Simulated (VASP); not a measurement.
# HfN (F-43m) in VASP: a series of runs

One crystal, HfN, is run at these levels: PBEsol; tasks: single point.

All numbers are computed with VASP 6.6.1; they aren't measurements. Logs are shortened: lines on timing, memory, paths and dates and some standing lists are left out, and cuts for length are marked.

## Step 1: The structure

It takes space group F-43m (No. 216, cubic). Conventional cell: a = 4.910 Å, b = 4.910 Å, c = 4.910 Å, α = 90.00°, β = 90.00°, γ = 90.00°. Hf (site symmetry -43m) is surrounded by 4 N at 2.13 Å. N (site symmetry -43m) has 4 Hf at 2.13 Å as nearest neighbours.

The cell comes from a database or a generator and needn't be the stable form of this composition.

## Step 2: Single point, PBEsol

File INCAR:

```
SYSTEM = HfN
PREC = Normal ; ENCUT = 460
EDIFF = 1E-7 ; ISMEAR = 0
SIGMA = 0.05 ; LREAL = .False.
LASPH = .True. ; NELM = 100
ALGO = Normal ; ISIF = 2
LWAVE = .False. ; LCHARG = .False.
GGA = PS ; ADDGRID = .False.
```

File KPOINTS:

```
Automatic mesh
0
Gamma
  5 5 5
  0 0 0
```

File POSCAR:

```
HfN
1.0
    0.0000000000      2.4548220000      2.4548220000
    2.4548220000      0.0000000000      2.4548220000
    2.4548220000      2.4548220000      0.0000000000
Hf N
1 1
Direct
    0.0000000000      0.0000000000      0.0000000000
    0.2500000000      0.2500000000      0.2500000000
```

Potentials or basis: VASP PAW PBE potentials, release 64 (Hf_pv, N).

Command:

```sh
$ cat potpaw_PBE.64/Hf_pv/POTCAR potpaw_PBE.64/N/POTCAR > POTCAR
$ mpirun -np 1 vasp_std > vasp.out
```

OUTCAR:

```text
SYSTEM = HfN
   PREC = Normal
   ENCUT = 460
   EDIFF = 1E-7
   ISMEAR = 0
   LREAL = .False.
   LASPH = .True.
   NELM = 100
   ISIF = 2
   GGA = PS

 Found     10 irreducible k-points:

 Following reciprocal coordinates:
            Coordinates               Weight
  0.000000  0.000000  0.000000      1.000000
  0.200000  0.000000  0.000000      8.000000
  0.400000  0.000000  0.000000      8.000000
  0.200000  0.200000  0.000000      6.000000
  0.400000  0.200000  0.000000     24.000000
 -0.400000  0.200000  0.000000     24.000000
   k-points           NKPTS =     10   k-points in BZ     NKDIM =     10   number of bands    NBANDS=     11
   number of dos      NEDOS =    301   number of ions     NIONS =      2
   total plane-waves  NPLWV =   5832
   dimension x,y,z NGX =    18 NGY =   18 NGZ =   18
   dimension x,y,z NGXF=    36 NGYF=   36 NGZF=   36
   ions per type =               1   1
   NGX,Y,Z   is equivalent  to a cutoff of   8.62,  8.62,  8.62 a.u.
   NGXF,Y,Z  is equivalent  to a cutoff of  17.24, 17.24, 17.24 a.u.
 SYSTEM =  HfN
   PREC   = normal    normal or accurate (medium, high low for compatibility)
   ISTART =      0    job   : 0-new  1-cont  2-samecut
   ICHARG =      2    charge: 1-file 2-atom 10-const
   ISPIN  =      1    spin polarized calculation?
   LNONCOLLINEAR =      F non collinear calculations
   LSORBIT =      F    spin-orbit coupling
   LASPH  =      T    aspherical Exc in radial PAW
   ENCUT  =  460.0 eV  33.81 Ry    5.81 a.u.   6.07  6.07  6.07*2*pi/ulx,y,z
   NELM   =    100;   NELMIN=  2; NELMDL= -5     # of ELM steps
   EDIFF  = 0.1E-06   stopping-criterion for ELM
   LREAL  =      F    real-space projection
   EDIFFG = 0.1E-05   stopping-criterion for IOM
   NSW    =      0    number of steps for IOM
   IBRION =     -1    ionic relax: 0-MD 1-quasi-New 2-CG
   NFREE  =      0    steps in history (QN), initial steepest desc. (CG)
   ISIF   =      2    stress and relaxation
   ISYM   =      2    0-nonsym 1-usesym 2-fastsym
   POTIM  = 0.5000    time-step for ionic-motion
   TEBEG  =    0.0;   TEEND  =   0.0 temperature during run
   PSTRESS=    0.0 pullay stress
   NELECT =      15.0000    total number of electrons
   NUPDOWN=      -1.0000    fix difference up-down
   EMIN   =  10.00;   EMAX   =-10.00  energy-range for DOS
   EFERMI =   0.00;   METHOD = LEGACY
   ISMEAR =     0;   SIGMA  =   0.05  broadening in eV -4-tet -1-fermi 0-gaus
   EFERMI_NEDOS =   21; number of points for ismear=-14 and -15
   IALGO  =     38    algorithm
   IMIX   =      4    mixing-type and parameters
     AMIX     =   0.40;   BMIX     =  1.00
     AMIX_MAG =   1.60;   BMIX_MAG =  1.00
  volume/ion in A,a.u.               =      14.79        99.83
  Fermi-wavevector in a.u.,A,eV,Ry     =   1.305395  2.466839 23.185087  1.704056
  Thomas-Fermi vector in A             =   2.436267
   LORBIT       =      0    0 simple, 1 ext, 2 COOP (PROOUT), +10 PAW based schemes
   GGA     = PS    functional components
   LHFCALC =     F    Hartree Fock is set to
   AEXX    =    0.0000 exact exchange contribution
   IVDW    =     0    specifies the selected vdW correction
   LEPSILON=     F    determine dielectric tensor
   LRPA    =     F    only Hartree local field effects (RPA)
 non-spin polarized calculation
 Gauss-broadening in eV      SIGMA  =   0.05
  energy-cutoff  :      460.00
  volume of cell :       29.59
 maximum number of plane-waves:       678
   NGX = 13   NGY = 13   NGZ = 13

 number of electron      14.9999999 magnetization

 Free energy of the ion-electron system (eV)
  ---------------------------------------------------
  ext. energy  EPLUGINS =         0.00000000
  ---------------------------------------------------
  free energy    TOTEN  =       -22.18743847 eV

  energy without entropy =      -22.18373986  energy(sigma->0) =      -22.18558916

 E-fermi :   5.6849     XC(G=0): -11.3972

 val. band max:        5.6536536514   @ k =   0.4000   0.2000   0.0000
 cond. band min:       5.7970926553   @ k =  -0.4000   0.2000   0.0000
 fundamental gap:      0.1434390040
 Fermi energy:         5.6849199581

 k-point     1 :       0.0000    0.0000    0.0000
  band No.  band energies     occupation
      1     -25.4424      2.00000
      2     -25.4424      2.00000
      3     -25.4424      2.00000
      4     -10.5082      2.00000
      5       0.1417      2.00000
      6       0.1420      2.00000
      7       0.1420      2.00000
      8       4.8642      2.00000
      9       7.8086      0.00000
     10       7.8086      0.00000
     11      12.1875      0.00000

 k-point     2 :       0.2000    0.0000    0.0000
  band No.  band energies     occupation
      1     -25.6122      2.00000
      2     -25.4643      2.00000
      3     -25.4643      2.00000
      4     -10.0900      2.00000
      5      -0.4034      2.00000
      6       0.3905      2.00000
      7       0.3907      2.00000
      8       6.5359      0.00000
      9       7.4229      0.00000
     10       7.4229      0.00000
     11      11.3973      0.00000

 k-point     3 :       0.4000    0.0000    0.0000
  band No.  band energies     occupation
      1     -25.8729      2.00000
      2     -25.4995      2.00000
      3     -25.4995      2.00000
      4      -9.4964      2.00000
      5      -0.2788      2.00000
      6       0.6936      2.00000
      7       0.6939      2.00000
      8       7.3569      0.00000
      9       7.9407      0.00000
     10       7.9407      0.00000
     11      10.0964      0.00000

 k-point     4 :       0.2000    0.2000    0.0000
  band No.  band energies     occupation
      1     -25.6146      2.00000
      2     -25.4982      2.00000
      3     -25.4982      2.00000
      4      -9.9485      2.00000
      5      -0.7955      2.00000
      6       0.6588      2.00000
      7       0.6590      2.00000
      8       5.9186      0.00000
      9       7.2976      0.00000
     10       8.3422      0.00000
     11      12.1940      0.00000

 k-point     5 :       0.4000    0.2000    0.0000
  band No.  band energies     occupation
      1     -25.8045      2.00000
      2     -25.5586      2.00000
      3     -25.5370      2.00000
      4      -9.4157      2.00000
      5      -0.7627      2.00000
      6       0.9038      2.00000
      7       1.0855      2.00000
      8       5.6537      1.62349
      9       7.9507      0.00000
     10       8.7228      0.00000
     11      11.2782      0.00000

 k-point     6 :      -0.4000    0.2000    0.0000
  band No.  band energies     occupation
      1     -25.8635      2.00000
      2     -25.6183      2.00000
      3     -25.5274      2.00000
      4      -9.2359      2.00000
      5       0.0236      2.00000
      6       0.5031      2.00000
      7       1.0769      2.00000
      8       5.7971      0.00151
      9       7.7044      0.00000
     10       8.1020      0.00000
     11      11.3892      0.00000

 [... further k-points ...]
[... 5 lines left out ...]
  --------------------------------------------------------------------------------------
  -------------------------------------------------------------------------------------
  Total       -1.1139448     -1.1139448     -1.1139448     -0.0000000      0.0000000     -0.0000000
  in kB      -60.3231795    -60.3231795    -60.3231795     -0.0000000      0.0000000     -0.0000000
  external PRESSURE =     -60.3231795 kB  Pullay stress =       0.0000000 kB

 VOLUME and BASIS-vectors are now :
 -----------------------------------------------------------------------------
  energy-cutoff  :      460.00
  volume of cell :       29.59
      direct lattice vectors                 reciprocal lattice vectors
     0.000000000  2.454822000  2.454822000    -0.203680756  0.203680756  0.203680756
     2.454822000  0.000000000  2.454822000     0.203680756 -0.203680756  0.203680756
     2.454822000  2.454822000  0.000000000     0.203680756  0.203680756 -0.203680756

 POSITION                                       TOTAL-FORCE (eV/Angst)
 -----------------------------------------------------------------------------------
      0.00000      0.00000      0.00000        -0.000000     -0.000000     -0.000000
      1.22741      1.22741      1.22741         0.000000      0.000000      0.000000
 -----------------------------------------------------------------------------------
    total drift:                                0.000001      0.000001      0.000001

  FREE ENERGIE OF THE ION-ELECTRON SYSTEM (eV)
  ---------------------------------------------------
  free  energy   TOTEN  =       -22.1874384665 eV

  energy  without entropy=      -22.1837398563  energy(sigma->0) =      -22.18558916
```

It took 2.3 s on 1 thread of Intel Xeon 6975P-C (Granite Rapids), shared host; peak memory 0.11 GiB.

The run converged, but some of its settings lie outside the range that counts as converged, so its numbers aren't taken as properties of the crystal.

Results:

| Quantity | Value |
| --- | --- |
| Free energy | -22.1874 eV |
| Pressure | -6.0 GPa |
| Band gap on the k mesh | none (metal or under the smearing width) |

Caveat: the k mesh is coarse (spacing up to 0.44 Å⁻¹), so the values aren't converged; the cutoff is under 1.25 times the usual one of these potentials, so pressure, stress and relaxed cells hold a basis-set (Pulay) error; the PAW data sets were made with another functional, which shifts forces and pressure a little.

## Step 3: Single point, PBEsol

INCAR is that of step 2.

KPOINTS is that of step 2.

File POSCAR:

```
HfN
1.0
    0.0000000000      2.4548220000      2.4548220000
    2.4548220000      0.0000000000      2.4548220000
    2.4548220000      2.4548220000      0.0000000000
Hf N
1 1
Direct
    0.0013890000     -0.0035870000      0.0084710000
    0.2560200000      0.2829830000      0.2320270000
```

Potentials or basis: VASP PAW PBE potentials, release 64 (Hf_pv, N).

Command:

```sh
$ cat potpaw_PBE.64/Hf_pv/POTCAR potpaw_PBE.64/N/POTCAR > POTCAR
$ mpirun -np 1 vasp_std > vasp.out
```

OUTCAR:

```text
SYSTEM = HfN
   PREC = Normal
   ENCUT = 460
   EDIFF = 1E-7
   ISMEAR = 0
   LREAL = .False.
   LASPH = .True.
   NELM = 100
   ISIF = 2
   GGA = PS

 Found     63 irreducible k-points:

 Following reciprocal coordinates:
            Coordinates               Weight
  0.000000  0.000000  0.000000      1.000000
  0.200000  0.000000  0.000000      2.000000
  0.000000  0.200000  0.000000      2.000000
  0.000000  0.000000  0.200000      2.000000
  0.200000  0.200000  0.200000      2.000000
  0.400000  0.000000  0.000000      2.000000
   k-points           NKPTS =     63   k-points in BZ     NKDIM =     63   number of bands    NBANDS=     11
   number of dos      NEDOS =    301   number of ions     NIONS =      2
   total plane-waves  NPLWV =   5832
   dimension x,y,z NGX =    18 NGY =   18 NGZ =   18
   dimension x,y,z NGXF=    36 NGYF=   36 NGZF=   36
   ions per type =               1   1
   NGX,Y,Z   is equivalent  to a cutoff of   8.62,  8.62,  8.62 a.u.
   NGXF,Y,Z  is equivalent  to a cutoff of  17.24, 17.24, 17.24 a.u.
 SYSTEM =  HfN
   PREC   = normal    normal or accurate (medium, high low for compatibility)
   ISTART =      0    job   : 0-new  1-cont  2-samecut
   ICHARG =      2    charge: 1-file 2-atom 10-const
   ISPIN  =      1    spin polarized calculation?
   LNONCOLLINEAR =      F non collinear calculations
   LSORBIT =      F    spin-orbit coupling
[... 59 lines left out ...]
 k-point     1 :       0.0000    0.0000    0.0000
  band No.  band energies     occupation
      1     -25.4486      2.00000
      2     -25.4445      2.00000
      3     -25.4404      2.00000
      4     -10.4964      2.00000
      5       0.0106      2.00000
      6       0.1549      2.00000
      7       0.3179      2.00000
      8       4.8446      2.00000
      9       7.7803      0.00000
     10       7.7969      0.00000
     11      11.5634      0.00000
[... 57 lines left out ...]
 k-point     6 :       0.4000    0.0000    0.0000
  band No.  band energies     occupation
      1     -25.8796      2.00000
      2     -25.5094      2.00000
      3     -25.4948      2.00000
      4      -9.4485      2.00000
      5      -0.2918      2.00000
      6       0.6223      2.00000
      7       0.8665      2.00000
      8       7.2404      0.00000
      9       7.6229      0.00000
     10       8.2479      0.00000
     11       9.9997      0.00000

 [... further k-points ...]
[... 5 lines left out ...]
  --------------------------------------------------------------------------------------
  -------------------------------------------------------------------------------------
  Total       -0.8513054     -0.8506517     -0.8794744     -0.9307262     -0.3753744      0.5867787
  in kB      -46.1005318    -46.0651337    -47.6259642    -50.4013887    -20.3275567     31.7756837
  external PRESSURE =     -46.5972099 kB  Pullay stress =       0.0000000 kB

 VOLUME and BASIS-vectors are now :
 -----------------------------------------------------------------------------
  energy-cutoff  :      460.00
  volume of cell :       29.59
      direct lattice vectors                 reciprocal lattice vectors
     0.000000000  2.454822000  2.454822000    -0.203680756  0.203680756  0.203680756
     2.454822000  0.000000000  2.454822000     0.203680756 -0.203680756  0.203680756
     2.454822000  2.454822000  0.000000000     0.203680756  0.203680756 -0.203680756

 POSITION                                       TOTAL-FORCE (eV/Angst)
 -----------------------------------------------------------------------------------
      2.46681      0.02420      2.44943         0.334563     -0.608675      0.838762
      1.26426      1.19807      1.32316        -0.334563      0.608675     -0.838762
 -----------------------------------------------------------------------------------
    total drift:                                0.000141      0.000439     -0.000139

  FREE ENERGIE OF THE ION-ELECTRON SYSTEM (eV)
  ---------------------------------------------------
  free  energy   TOTEN  =       -22.1448901160 eV

  energy  without entropy=      -22.1438255676  energy(sigma->0) =      -22.14435784
```

OSZICAR:

```text
N       E                     dE             d eps       ncg     rms          rms(c)
DAV:   1     0.372400865495E+02    0.37240E+02   -0.75399E+03  1386   0.112E+03
DAV:   2    -0.229262388592E+02   -0.60166E+02   -0.56704E+02  1885   0.232E+02
DAV:   3    -0.254712661313E+02   -0.25450E+01   -0.25258E+01  1746   0.421E+01
DAV:   4    -0.254968533618E+02   -0.25587E-01   -0.25534E-01  1727   0.457E+00
DAV:   5    -0.254972685689E+02   -0.41521E-03   -0.41511E-03  1818   0.497E-01    0.554E+01
DAV:   6    -0.222992664048E+02    0.31980E+01   -0.20506E+01  1581   0.299E+01    0.404E+01
DAV:   7    -0.221698168951E+02    0.12945E+00   -0.11105E+00  1644   0.897E+00    0.245E+01
DAV:   8    -0.221524054667E+02    0.17411E-01   -0.89398E-02  1710   0.317E+00    0.503E+00
DAV:   9    -0.221452336139E+02    0.71719E-02   -0.37804E-02  1662   0.139E+00    0.153E+00
DAV:  10    -0.221448834010E+02    0.35021E-03   -0.21461E-03  1780   0.424E-01    0.416E-02
DAV:  11    -0.221448921905E+02   -0.87896E-05   -0.92405E-05  1701   0.100E-01    0.572E-02
DAV:  12    -0.221448901417E+02    0.20488E-05   -0.10235E-05  1717   0.290E-02    0.120E-02
DAV:  13    -0.221448901160E+02    0.25742E-07   -0.51898E-07  1704   0.802E-03
   1 F= -.22144890E+02 E0= -.22144358E+02  d E =-.106455E-02
```

It took 5.1 s on 1 thread of Intel Xeon 6975P-C (Granite Rapids), shared host; peak memory 0.13 GiB.

The run converged, but some of its settings lie outside the range that counts as converged, so its numbers aren't taken as properties of the crystal.

What came out:

```yaml
Free_energy: -22.1449 eV
Pressure: -4.7 GPa
Largest_force: 1.089 eV/Å
Band_gap_on_the_k_mesh: none (metal or under the smearing width)
```

Caveat: the k mesh is coarse (spacing up to 0.44 Å⁻¹), so the values aren't converged; the cutoff is under 1.25 times the usual one of these potentials, so pressure, stress and relaxed cells hold a basis-set (Pulay) error; the PAW data sets were made with another functional, which shifts forces and pressure a little.

## Step 4: Single point, PBEsol

File INCAR:

```
SYSTEM = HfN
PREC = Accurate ; ENCUT = 460
EDIFF = 1E-7 ; ISMEAR = 0
SIGMA = 0.05 ; LREAL = Auto
LASPH = .True. ; NELM = 100
ALGO = Normal ; ISIF = 2
LWAVE = .False. ; LCHARG = .False.
GGA = PS ; ADDGRID = .False.
```

KPOINTS is that of step 3.

File POSCAR:

```
HfN
1.0
    0.0000000000      2.4548220000      2.4548220000
    2.4548220000      0.0000000000      2.4548220000
    2.4548220000      2.4548220000      0.0000000000
Hf N
1 1
Direct
    0.0000000000      0.0000000000      0.0000000000
    0.2500000000      0.2500000000      0.2500000000
```

Command:

```sh
$ cat potpaw_PBE.64/Hf_pv/POTCAR potpaw_PBE.64/N/POTCAR > POTCAR
$ mpirun -np 1 vasp_std > vasp.out
```

Run time: 3.9 s. Hardware: 1 thread of Intel Xeon 6975P-C (Granite Rapids), shared host; peak memory 0.14 GiB.

The run converged, but some of its settings lie outside the range that counts as converged, so its numbers aren't taken as properties of the crystal.

Results:

| Item | Value |
| --- | --- |
| Free energy | -22.1868 eV |
| Pressure | -6.1 GPa |
| Band gap on the k mesh | none (metal or under the smearing width) |

Caveat: the k mesh is coarse (spacing up to 0.44 Å⁻¹), so the values aren't converged; the cutoff is under 1.25 times the usual one of these potentials, so pressure, stress and relaxed cells hold a basis-set (Pulay) error; the PAW data sets were made with another functional, which shifts forces and pressure a little.

(Part 1 of 2 ends here.)
